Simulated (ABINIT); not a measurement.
# Ti3Al (P-6m2) in ABINIT: single point with PBEsol

Aim: the single point of Ti3Al with PBEsol.

All numbers are computed with ABINIT 10.8.3 (patched build); they aren't measurements. Logs are shortened: lines on timing, memory, paths and dates and some standing lists are left out, and cuts for length are marked. The log counts tension as positive stress, the text compression.

### 1 The crystal as given

Symmetry: P-6m2, No. 187, hexagonal system. The conventional cell has a = 2.928 Å, b = 2.928 Å, c = 9.226 Å, α = 90.00°, β = 90.00°, γ = 120.00°. Ti (site symmetry 3m) is surrounded by 9 Ti at 2.86 to 2.93 Å and 3 Al at 2.86 Å. Ti (site symmetry -6m2) has 12 Ti at 2.86 to 2.93 Å as nearest neighbours. Around Al (site symmetry -6m2) lie 6 Ti at 2.86 Å and 6 Al at 2.93 Å.

The cell comes from a database or a generator and needn't be the stable form of this composition.

### 2 Single point, PBEsol

The input, run.abi:

```
# Pseudopotentials
pp_dirpath "./"
pseudos "Ti.upf, Al.upf"

# Structure
acell 5.5322530196 5.5322530195 17.4352973067
rprim
     1.0000000000     0.0000000000     0.0000000000
    -0.5000000000     0.8660254038     0.0000000000
     0.0000000000     0.0000000000     1.0000000000
ntypat 2
znucl 22 13
natom 4
typat 1 1 1 2
xred
     0.3333333333     0.6666666667     0.2494060000
     0.3333333333     0.6666666667     0.7505940000
     0.6666666667     0.3333333333     0.0000000000
     0.6666666667     0.3333333333     0.5000000000

# Plane-wave basis
ecut 38.0

# k points
kptopt 1
ngkpt 8 8 2
nshiftk 1
shiftk 0.0 0.0 0.0

# Exchange and correlation
ixc -116133

# Bands and occupations
nband 24
occopt 3
tsmear 0.00183747

# SCF cycle
nstep 100
tolvrs 1.0e-10

# Output
iomode 3
prtwf 0
prteig 0
prtebands 0
enunit 1
prtvol 2
prtden 1
prtvha 1
prtvclmb 1
prtpot 1
prtelf 1
```

Potentials or basis: PseudoDojo NC SR PBEsol v0.4.1 standard.

Started as:

```sh
> mpirun --bind-to none -np 4 abinit run.abi > log 2>&1
```

run.abo:

```text
.Version 10.8.3 of ABINIT
 Symmetries : space group P-6 m 2 (#187); Bravais hP (primitive hexag.)
================================================================================
 Values of the parameters that define the memory need of the present run
     intxc =       0    ionmov =       0      iscf =       7    lmnmax =       6
     lnmax =       6     mgfft =     100  mpssoang =       3    mqgrid =    4839
     natom =       4  nloc_mem =       1    nspden =       1   nspinor =       1
    nsppol =       1      nsym =      12    n1xccc =    2501    ntypat =       2
    occopt =       3   xclevel =       2
       mpw =        5192          nfft =      102400          nkpt =          20
================================================================================
================================================================================

--------------------------------------------------------------------------------
------------- Echo of variables that govern the present computation ------------
--------------------------------------------------------------------------------
 -outvars: echo values of preprocessed input variables --------
            acell      5.5322530196E+00  5.5322530195E+00  1.7435297307E+01 Bohr
              amu      4.78800000E+01  2.69815390E+01
             ecut      3.80000000E+01 Hartree
           enunit           1
              ixc     -116133
         kptrlatt        8    0    0      0    8    0      0    0    2
          kptrlen      3.48705946E+01
            natom           4
            nband          24
            ngfft          32      32     100
             nkpt          20
            nstep         100
             nsym          12
           ntypat           2
           occopt           3
        prtebands           0
           prteig           0
           prtelf           1
           prtpot           1
         prtvclmb           1
           prtvha           1
           prtvol           2
            prtwf           0
            rprim      1.0000000000E+00  0.0000000000E+00  0.0000000000E+00
                      -5.0000000000E-01  8.6602540380E-01  0.0000000000E+00
                       0.0000000000E+00  0.0000000000E+00  1.0000000000E+00
          spgroup         187
           tolvrs      1.00000000E-10
           tsmear      1.83747000E-03 Hartree
            typat      1  1  1  2
           xangst      1.6401637203E-10  1.6902172892E+00  2.3011100394E+00
                       1.6401637203E-10  1.6902172892E+00  6.9252519543E+00
                       1.4637711106E+00  8.4510864458E-01 -5.1216597595E-16
                       1.4637711106E+00  8.4510864458E-01  4.6131809969E+00
            xcart      3.0994602331E-10  3.1940477699E+00  4.3484677601E+00
                       3.0994602331E-10  3.1940477699E+00  1.3086829547E+01
                       2.7661265101E+00  1.5970238849E+00 -9.6785342555E-16
                       2.7661265101E+00  1.5970238849E+00  8.7176486533E+00
             xred      3.3333333337E-01  6.6666666663E-01  2.4940600000E-01
                       3.3333333337E-01  6.6666666663E-01  7.5059400000E-01
                       6.6666666670E-01  3.3333333330E-01 -5.5511151231E-17
                       6.6666666670E-01  3.3333333330E-01  5.0000000000E-01
            znucl       22.00000   13.00000

================================================================================

 chkinp: Checking input parameters for consistency.

================================================================================
== DATASET  1 ==================================================================

--- !DatasetInfo
iteration_state: {dtset: 1, }
dimensions: {natom: 4, nkpt: 20, mband: 24, nsppol: 1, nspinor: 1, nspden: 1, mpw: 5192, }
cutoff_energies: {ecut:  38.0, pawecutdg:  -1.0, }
electrons: {nelect:   3.90000000E+01, charge:   0.00000000E+00, occopt:   3.00000000E+00, tsmear:   1.83747000E-03, }
meta: {optdriver: 0, ionmov: 0, optcell: 0, iscf: 7, paral_kgb: 0, }
...

 Real(R)+Recip(G) space primitive vectors, cartesian coordinates (Bohr,Bohr^-1):
 R(1)=  5.5322530  0.0000000  0.0000000  G(1)=  0.1807582  0.1043608  0.0000000
 R(2)= -2.7661265  4.7910717  0.0000000  G(2)=  0.0000000  0.2087216  0.0000000
 R(3)=  0.0000000  0.0000000 17.4352973  G(3)=  0.0000000  0.0000000  0.0573549
 Unit cell volume ucvol=  4.6212989E+02 bohr^3
 Angles (23,13,12)=  9.00000000E+01  9.00000000E+01  1.20000000E+02 degrees

 getcut: wavevector=  0.0000  0.0000  0.0000  ngfft=  32  32 100
         ecut(hartree)=     38.000   => boxcut(ratio)=   2.06687

[... 142 lines left out ...]
   0.5000  0.0000  0.0000    1  4.87233E-08 kpt; spin; max resid(k); each band:
[... 48 lines left out ...]
  6.43E-17 2.92E-17 4.31E-17 7.98E-17 7.56E-17 2.98E-17 2.90E-17 4.24E-17
  2.78E-17 3.24E-17 2.50E-17 2.69E-17 1.63E-17 1.19E-16 4.68E-17 1.57E-16
  7.35E-17 4.64E-17 2.02E-15 2.13E-14 9.41E-11 7.61E-10 3.96E-08 3.96E-05
   0.3750  0.1250  0.5000    1  4.21846E-11 kpt; spin; max resid(k); each band:
  4.98E-17 2.48E-17 3.60E-17 8.71E-17 7.58E-17 3.72E-17 3.57E-17 4.34E-17
  3.16E-17 3.11E-17 2.50E-17 2.98E-17 1.53E-17 8.72E-17 1.33E-16 5.91E-17
  1.19E-16 7.17E-17 6.14E-17 1.42E-16 2.58E-15 5.52E-14 1.50E-13 4.22E-11
   0.2500  0.2500  0.5000    1  1.30555E-06 kpt; spin; max resid(k); each band:
  5.06E-17 2.47E-17 3.48E-17 6.97E-17 7.75E-17 3.85E-17 3.26E-17 4.79E-17
  2.83E-17 2.87E-17 3.27E-17 2.37E-17 1.10E-17 1.35E-16 1.22E-16 4.50E-17
  8.24E-17 4.63E-17 8.39E-17 1.07E-16 3.72E-16 2.32E-13 3.46E-14 1.31E-06
   0.3750  0.2500  0.5000    1  1.36311E-07 kpt; spin; max resid(k); each band:
  3.20E-17 2.31E-17 2.30E-17 7.96E-17 6.60E-17 5.21E-17 4.57E-17 3.20E-17
  3.00E-17 3.27E-17 3.73E-17 2.07E-17 1.72E-17 2.57E-17 1.52E-16 9.83E-17
  1.12E-16 1.15E-16 4.15E-17 8.53E-17 2.36E-16 1.18E-15 3.53E-16 1.36E-07
 reduced coordinates (array xred) for    4 atoms
       0.333333333367      0.666666666633      0.249406000000
       0.333333333367      0.666666666633      0.750594000000
       0.666666666700      0.333333333300     -0.000000000000
       0.666666666700      0.333333333300      0.500000000000
 rms dE/dt=  9.1200E-03; max dE/dt=  2.2339E-02; dE/dt below (all hartree)
    1       0.000000000000      0.000000000000      0.022339266184
    2       0.000000000000      0.000000000000     -0.022339266184
    3       0.000000000000      0.000000000000      0.000000000000
    4       0.000000000000     -0.000000000000      0.000000000000

 cartesian coordinates (angstrom) at end:
    1      0.00000000016402     1.69021728923644     2.30111003941691
    2      0.00000000016402     1.69021728923644     6.92525195434791
    3      1.46377111062297     0.84510864457597    -0.00000000000000
    4      1.46377111062297     0.84510864457597     4.61318099688241

 cartesian forces (hartree/bohr) at end:
    1     -0.00000000000000    -0.00000000000000    -0.00128126671954
    2     -0.00000000000000    -0.00000000000000     0.00128126671954
    3      0.00000000000000    -0.00000000000000    -0.00000000000000
    4      0.00000000000000     0.00000000000000    -0.00000000000000
 frms,max,avg= 5.2307495E-04 1.2812667E-03   0.000E+00  0.000E+00  0.000E+00 h/b

 cartesian forces (eV/Angstrom) at end:
    1     -0.00000000000000    -0.00000000000000    -0.06588538375203
    2     -0.00000000000000    -0.00000000000000     0.06588538375203
    3      0.00000000000000    -0.00000000000000    -0.00000000000000
    4      0.00000000000000     0.00000000000000    -0.00000000000000
 frms,max,avg= 2.6897595E-02 6.5885384E-02   0.000E+00  0.000E+00  0.000E+00 e/A
 length scales=  5.532253019600  5.532253019500 17.435297306700 bohr
              =  2.927542220936  2.927542220883  9.226361993765 angstroms
 Fermi (or HOMO) energy (eV) =   9.06130   Average Vxc (eV)= -11.30608
 Eigenvalues (   eV  ) for nkpt=  20  k points:
 kpt#   1, nband= 24, wtk=  0.00781, kpt=  0.0000  0.0000  0.0000 (reduced coord)
 -47.40199  -47.35726  -47.29098  -24.05274  -23.80205  -23.50661  -23.45419  -23.45419
 -23.41969  -23.41969  -23.37438  -23.37438    0.64763    4.00489    4.25717    6.60371
   8.30880    9.54129    9.80954    9.91139    9.91159    9.99444    9.99595   10.30799
 kpt#   2, nband= 24, wtk=  0.04688, kpt=  0.1250  0.0000  0.0000 (reduced coord)
 -47.38731  -47.34616  -47.28348  -24.02700  -23.80307  -23.54939  -23.52015  -23.47594
 -23.45349  -23.44086  -23.43625  -23.38578    1.00413    4.38808    4.64734    6.95081
   8.32454    9.14131    9.51500    9.67903    9.84860   10.17995   10.18524   10.20283
 kpt#   3, nband= 24, wtk=  0.04688, kpt=  0.2500  0.0000  0.0000 (reduced coord)
 -47.35048  -47.31928  -47.26656  -23.96681  -23.83741  -23.68861  -23.67407  -23.56958
 -23.52618  -23.49458  -23.47604  -23.41512    2.04275    5.36485    5.65315    7.61077
   7.95594    8.85333    8.87812    9.28698    9.62515    9.90584   10.31516   10.72615
 kpt#   4, nband= 24, wtk=  0.04688, kpt=  0.3750  0.0000  0.0000 (reduced coord)
 -47.31015  -47.29224  -47.25283  -23.95373  -23.94362  -23.82466  -23.77422  -23.62276
 -23.57434  -23.53858  -23.51552  -23.44595    3.67805    6.29146    6.58139    7.55259
   7.72527    8.22317    8.48965    8.77493    9.86942    9.96919   10.07756   10.85429
 kpt#   5, nband= 24, wtk=  0.02344, kpt=  0.5000  0.0000  0.0000 (reduced coord)
[... 48 lines left out ...]
 -47.32257  -47.30022  -47.25625  -23.93551  -23.88365  -23.76334  -23.75245  -23.63168
 -23.55520  -23.55168  -23.49631  -23.46786    3.05121    5.84858    7.14662    7.21405
   8.04764    8.47961    8.60877    8.99577    9.63977    9.75226    9.99985   10.63237
 kpt#  18, nband= 24, wtk=  0.09375, kpt=  0.3750  0.1250  0.5000 (reduced coord)
 -47.29114  -47.28104  -47.24935  -23.96650  -23.95893  -23.85616  -23.75544  -23.66100
 -23.60653  -23.59246  -23.52806  -23.49623    4.89779    6.75301    6.87471    7.29906
   7.80713    7.96229    8.34074    8.76485    9.54493    9.86529    9.86969   10.57064
 kpt#  19, nband= 24, wtk=  0.04688, kpt=  0.2500  0.2500  0.5000 (reduced coord)
 -47.29130  -47.28106  -47.24922  -23.92006  -23.91565  -23.82701  -23.74960  -23.69816
 -23.65494  -23.59017  -23.54497  -23.52619    4.62557    7.05344    7.37063    7.66673
   8.19508    8.21801    8.24786    8.71864    9.23508    9.37841    9.50666   10.58095
 kpt#  20, nband= 24, wtk=  0.04688, kpt=  0.3750  0.2500  0.5000 (reduced coord)
 -47.27541  -47.27310  -47.24920  -23.92238  -23.91101  -23.83433  -23.74373  -23.73212
 -23.70816  -23.63166  -23.55882  -23.54554    6.47501    6.66276    7.57966    7.66854
   7.80961    8.19013    8.22734    8.51263    9.14616    9.16579    9.24812   10.71780
 Total charge density [el/Bohr^3]
)     Maximum=    1.3466E+00  at reduced coord.    0.7500    0.2813    0.0000
)Next maximum=    1.3466E+00  at reduced coord.    0.7188    0.2500    0.0000
)     Minimum=    2.0141E-03  at reduced coord.    0.6563    0.3125    0.5000
)Next minimum=    2.0141E-03  at reduced coord.    0.6875    0.3438    0.5000
   Integrated=    3.9000E+01

--- !EnergyTerms
iteration_state     : {dtset: 1, }
comment             : Components of total free energy in Hartree
kinetic             :  7.11367814983336E+01
hartree             :  5.55620277956308E+01
xc                  : -2.69802484015726E+01
Ewald energy        : -1.09405484654616E+02
psp_core            :  3.79701741037096E+00
local_psp           : -1.76172411099684E+02
non_local_psp       :  1.82341779394077E+00
internal            : -1.80238899657597E+02
'-kT*entropy'       : -1.40442224829596E-03
total_energy        : -1.80240304079845E+02
total_energy_eV     : -4.90458853140973E+03
band_energy         : -2.22104669698676E+01
...

 Cartesian components of stress tensor (hartree/bohr^3)
  sigma(1 1)=  1.13797519E-04  sigma(3 2)=  0.00000000E+00
  sigma(2 2)=  1.13797519E-04  sigma(3 1)=  0.00000000E+00
  sigma(3 3)=  1.35574014E-04  sigma(2 1)= -8.69340734E-14

-Cartesian components of stress tensor (GPa)         [Pressure= -3.5616E+00 GPa]
- sigma(1 1)=  3.34803859E+00  sigma(3 2)=  0.00000000E+00
- sigma(2 2)=  3.34803859E+00  sigma(3 1)=  0.00000000E+00
- sigma(3 3)=  3.98872520E+00  sigma(2 1)= -2.55768874E-09

== END DATASET(S) ==============================================================
================================================================================

 -outvars: echo values of variables after computation  --------
            acell      5.5322530196E+00  5.5322530195E+00  1.7435297307E+01 Bohr
           etotal     -1.8024030408E+02
            fcart     -6.0839707024E-30 -1.2294037430E-29 -1.2812667195E-03
                      -6.0839707024E-30 -1.2294037430E-29  1.2812667195E-03
                       6.0839707024E-30 -5.2688731842E-30 -0.0000000000E+00
                       6.0839707024E-30  2.9856948043E-29 -0.0000000000E+00
            rprim      1.0000000000E+00  0.0000000000E+00  0.0000000000E+00
                      -5.0000000000E-01  8.6602540380E-01  0.0000000000E+00
                       0.0000000000E+00  0.0000000000E+00  1.0000000000E+00
           strten      1.1379751880E-04  1.1379751880E-04  1.3557401396E-04
                       0.0000000000E+00  0.0000000000E+00 -8.6934073395E-14
           xangst      1.6401637203E-10  1.6902172892E+00  2.3011100394E+00
                       1.6401637203E-10  1.6902172892E+00  6.9252519543E+00
                       1.4637711106E+00  8.4510864458E-01 -5.1216597595E-16
                       1.4637711106E+00  8.4510864458E-01  4.6131809969E+00
             xred      3.3333333337E-01  6.6666666663E-01  2.4940600000E-01
                       3.3333333337E-01  6.6666666663E-01  7.5059400000E-01
                       6.6666666670E-01  3.3333333330E-01 -5.5511151231E-17
                       6.6666666670E-01  3.3333333330E-01  5.0000000000E-01
 Calculation completed.
```

Wall time 70 s (4 MPI ranks of Arm Neoverse V2, shared host); peak memory 0.36 GiB.

What came out:

```
Free energy                                           : -4904.5885 eV
Pressure                                              : -3.6 GPa
Largest force                                         : 0.066 eV/Å
Band gap on the k mesh                                : none (metal or under the smearing width)
Valence electrons inside the program's atomic spheres : Ti 9.50, 9.51; Al 0.90
```

Forces on the atoms (eV/Å):
```
Ti   0.000  0.000 -0.066
Ti   0.000  0.000  0.066
Ti   0.000  0.000  0.000
Al   0.000  0.000  0.000
```
